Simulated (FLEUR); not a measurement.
# SnSe2 under changes of volume

One of the cells (25.726 Å³/atom); the others are scaled copies at fixed shape and fractional positions:

```
Sn Se
1.0
     3.81100    0.00000    0.00000
    -1.90550    3.30042    0.00000
     0.00000    0.00000    6.13600
Sn Se
1 2
Direct
  0.00000 0.00000 0.00000
  0.66667 0.33333 0.75100
  0.33333 0.66667 0.24900
```

```yaml
Program: FLEUR MaX-R8.1 (later development tree)
Functional: LDA (Moruzzi-Janak-Williams)
Potentials_or_basis: all-electron
Basis: FLAPW
Kmax: 4.43 1/bohr
k_mesh: 8 × 8 × 5
Occupations: fermi-dirac, width 0.05 eV
Spin: no spin polarisation
```

```tsv
volume (Å³/atom)	energy over the lowest point (meV/atom)	gap on the mesh (eV)
24.182	32.78	0.75
24.697	?	?
25.726	0.00	0.67
26.755	2.79	0.62
27.270	10.04	0.59
```

**Question.** What does the run at 24.697 Å³/atom give?

**Answer.** Energy over the lowest point 16.12 meV/atom; gap on the mesh 0.73 eV.

Worked out: A Birch-Murnaghan fit of order 2 (a polynomial in V^(-2/3)) to the other rows has its minimum at 26.07 Å³/atom with B0 = V·E''(V) = 70 GPa at fixed shape and positions, which overstates the stiffness. It gives 16.27 meV/atom at 24.697 Å³/atom, against the run's 16.12. A straight line through the other rows of the gap, of slope -1.32 eV per unit of ln V, gives 0.72 eV, against the run's 0.73.

Energies are extrapolated to zero smearing.

Caveats: spin-orbit coupling is left out, which moves the levels of the heavy elements; an odd mesh through Γ misses points on the zone boundary, where band edges often lie.
